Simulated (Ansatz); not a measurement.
Ca (Im-3m), an elastic constant from a strain scan

Method: DFT PBE, scalar-relativistic, plane waves, PAW (Ansatz). Settings: plane waves to 420 eV, k-mesh 16×16×16 (Γ-centred), Gaussian smearing 0.15 eV. No spin polarisation. Energies are free energies at this smearing, counted from the undisturbed cell; pressure is positive in compression.

Reference structure (as given, not relaxed at this level; it stands at -1.0 GPa; this bcc form isn't the usual structure):

```
CELL_PARAMETERS angstrom
-2.24000 2.24000 2.24000
2.24000 -2.24000 2.24000
2.24000 2.24000 -2.24000
ATOMIC_POSITIONS crystal
Ca 0.00000 0.00000 0.00000
```

The cell is strained by ε times the Voigt pattern (1, 1, 0, 0, 0, 0) (xx, yy, zz, yz, xz, xy; engineering shear) with fractional coordinates fixed. The cell holds 1 atom in V0 = 44.96 Å³. The stress column is τ = (1/V0) dE/dε, got from the stress tensor σ (compression positive) at each point as −det(1 + εP) σ : P(1 + εP)⁻¹, with P the pattern as a tensor.

| ε | ΔE (meV/atom) | τ (GPa) |
| --- | --- | --- |
| -0.0200 | ? | ? |
| -0.0100 | -4.701 | 1.388 |
| 0.0000 | 0.000 | 1.959 |
| 0.0050 | 2.944 | 2.236 |
| 0.0150 | 9.978 | 2.774 |

Question: Which combination of elastic constants does this scan measure, and how large is it?

Answer: For small ε, τ = τ0 + Kε with K = pᵀCp, which for this pattern is 2(C11 + C12) in the cubic axes. The parabola through τ at ε = -0.0100, 0 and 0.0050 has slope K = 56 GPa at zero. The energies per cell, E = NΔE, of the same two points give K = 2[E(ε₊)/ε₊ − E(ε₋)/ε₋]/[(ε₊ − ε₋)V0] = 56 GPa, in agreement.

Question: Predict the withheld row at ε = -0.0200 from the harmonic law, and compare.

Answer: ΔE = V0(τ0 ε + Kε²/2)/N = -7.853 meV/atom and τ = 0.84 GPa. The calculation gives -7.768 meV/atom and 0.79 GPa, a miss of 1.1 % of the harmonic energy, so the harmonic law still holds here.

In a metal these slopes depend on the k mesh and the smearing.